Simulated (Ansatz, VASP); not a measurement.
## One calculation of TePb, two programs

Contents of INCAR:

```
PREC     = Accurate       # precision mode
ENCUT    = 680            # plane-wave cutoff, eV
EDIFF    = 1E-7           # SCF threshold, eV
ISMEAR   = -1             # smearing method
SIGMA    = 0.05           # smearing width, eV
LREAL    = False          # projectors in reciprocal space
LASPH    = True           # aspherical terms in the spheres
NELM     = 80             # most SCF steps
ALGO     = Fast           # electronic algorithm
ISIF     = 3              # what is computed and relaxed
LWAVE    = False          # write WAVECAR
LCHARG   = False          # write CHGCAR
GGA      = PE             # functional
IBRION   = 2              # ionic algorithm
NSW      = 40             # ionic steps
EDIFFG   = -0.005         # ionic threshold
```

The input KPOINTS:

```
regular mesh
0
Gamma
  7 7 7
```

POSCAR

```
TePb
1.0
    0.0000000000      3.2310000000      3.2310000000
    3.2310000000      0.0000000000      3.2310000000
    3.2310000000      3.2310000000      0.0000000000
Pb Te
1 1
Direct
    0.0000000000      0.0000000000      0.0000000000
    0.5000000000      0.5000000000      0.5000000000
```

input.yaml

```yaml
crystal:
  lattice:
    - [0.0, 3.231, 3.231]
    - [3.231, 0.0, 3.231]
    - [3.231, 3.231, 0.0]
  atoms:
    - { symbol: Pb, position: [0.0, 0.0, 0.0] }
    - { symbol: Te, position: [0.5, 0.5, 0.5] }
hamiltonian:
  xc: pbe
  pseudopotentials: { kind: paw }
kpoints:
  mp_grid: { grid: [7, 7, 7] }
scf:
  occupations: { method: fermi_dirac, width: 0.05 }
output:
  forces: true
  stress: true
relax:
  f_tol: 0.01
  max_steps: 40
  cell: { stress_tol: 0.05 }
```

Alike in both runs: task relaxation of cell and atoms; functional PBE; k mesh 7 × 7 × 7; occupations fermi-dirac, width 0.05 eV; no spin polarisation.

|  | VASP | Ansatz |
| --- | --- | --- |
| version | VASP 6.6.1 | Ansatz 0.2.0 |
| potentials or method | VASP PAW PBE potentials, release 64 (Pb_d_GW, Te_GW) | Ansatz PAW |
| plane-wave cutoff (eV) | 680 | 420 |
| valence electrons in the cell | 22 | 30 |

Ansatz gave:

- relaxed volume (Å³/atom): 35.47
- relaxed cell length with the largest relative difference (Å): 4.647
- energy change over the relaxation (meV/atom): -11

Problem. Estimate VASP's values.

Solution. Relaxed volume (Å³/atom): 35.40; relaxed cell length with the largest relative difference (Å): 4.644; energy change over the relaxation (meV/atom): -10.

The two sets of potentials don't hold the same shells in valence.

Caveats: the plane-wave basis is chosen anew once the cell has moved, so the energies of steps on either side of that aren't comparable (Ansatz). Zero-point motion and thermal expansion aren't in these numbers. PBE usually gives volumes a little too large and moduli too small.
